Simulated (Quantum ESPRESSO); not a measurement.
# CsSnBr3 under changes of volume

One of the cells (39.815 Å³/atom); the others are scaled copies at fixed shape and fractional positions:

```
CELL_PARAMETERS angstrom
5.83901 0.00000 0.00000
0.00000 5.83901 0.00000
0.00000 0.00000 5.83901
ATOMIC_POSITIONS crystal
Cs 0.00000 0.00000 0.00000
Sn 0.50000 0.50000 0.50000
Br 0.00000 0.50000 0.50000
Br 0.50000 0.50000 0.00000
Br 0.50000 0.00000 0.50000
```

The cell is a database's computed one.

| Property | Result |
| --- | --- |
| Program | Quantum ESPRESSO 7.5 |
| Functional | PBEsol |
| Potentials or basis | GBRV 1.5 PBEsol |
| Cutoff | 925 eV |
| Density cutoff | 7401 eV |
| k mesh | 5 × 5 × 5 |
| Occupations | fermi-dirac, width 0.05 eV |
| Spin | no spin polarisation |

| volume (Å³/atom) | energy over the lowest point (meV/atom) | pressure (GPa) | gap on the mesh (eV) |
| --- | --- | --- | --- |
| 37.426 | 0.75 | 0.4 | 1.73 |
| 38.222 | 0.00 | -0.1 | 1.77 |
| 39.019 | 1.52 | -0.5 | 1.80 |
| 39.815 | ? | ? | ? |
| 40.611 | 10.40 | -1.3 | 1.87 |
| 41.408 | 17.33 | -1.6 | 1.90 |
| 42.204 | 25.67 | -1.8 | 1.93 |

What does the run at 39.815 Å³/atom give?

Energy over the lowest point 5.06 meV/atom; pressure -0.9 GPa; gap on the mesh 1.83 eV.

Worked out: A Birch-Murnaghan fit of order 3 (a polynomial in V^(-2/3)) to the other rows has its minimum at 38.07 Å³/atom with B0 = V·E''(V) = 22 GPa and B' = 4.7. It gives 5.06 meV/atom at 39.815 Å³/atom, against the run's 5.06, and -dE/dV = -0.9 GPa, against -0.9. A straight line through the other rows of the gap, of slope 1.66 eV per unit of ln V (its deformation potential), gives 1.83 eV, against the run's 1.83.

Energies are extrapolated to zero smearing.

Caveats: spin-orbit coupling is left out, which moves the levels of the heavy elements; an odd mesh through Γ misses points on the zone boundary, where band edges often lie.
